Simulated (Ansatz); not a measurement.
Crystal: CuI (Marshite).

```
I Cu
1.0
     0.00000    3.03150    3.03150
     3.03150    0.00000    3.03150
     3.03150    3.03150    0.00000
I Cu
1 1
Direct
  0.00000 0.00000 0.00000
  0.75000 0.75000 0.75000
```

- Program: Ansatz 0.2.0
- Task: relaxation of cell and atoms
- Functional: revPBE
- Dispersion: D3(BJ)
- Potentials or basis: all-electron LAPW, scalar-relativistic
- Basis error allowed: 0.001 eV/atom
- k mesh: 8 × 8 × 8
- Occupations: fermi-dirac, width 0.05 eV
- Spin: no spin polarisation

At the start: volume 27.86 Å³/atom.

**Question.** Where does the relaxation end?

**Answer.** Over 4 steps the energy falls by 14.7 meV/atom and the volume is 26.15 Å³/atom (-6.1 %); space group F-43m (No. 216, to 0.05 Å).

Step by step:
```
step  energy change (eV)  largest force (eV/Å)  volume (Å³)
   1              0.0000                0.0000        55.72
   2             -0.0294                0.0000        52.39
   3             -0.0294                0.0000        52.30
   4             -0.0294                0.0000        52.30
```

Final structure:
```cif
data_structure
_symmetry_space_group_name_H-M 'P 1'
_symmetry_Int_Tables_number 1
_cell_length_a 4.1976
_cell_length_b 4.1976
_cell_length_c 4.1976
_cell_angle_alpha 60.000
_cell_angle_beta 60.000
_cell_angle_gamma 60.000
_cell_volume 52.30
loop_
_atom_site_label
_atom_site_type_symbol
_atom_site_fract_x
_atom_site_fract_y
_atom_site_fract_z
_atom_site_occupancy
I1 I 0.00000 0.00000 0.00000 1
Cu1 Cu 0.75000 0.75000 0.75000 1
```
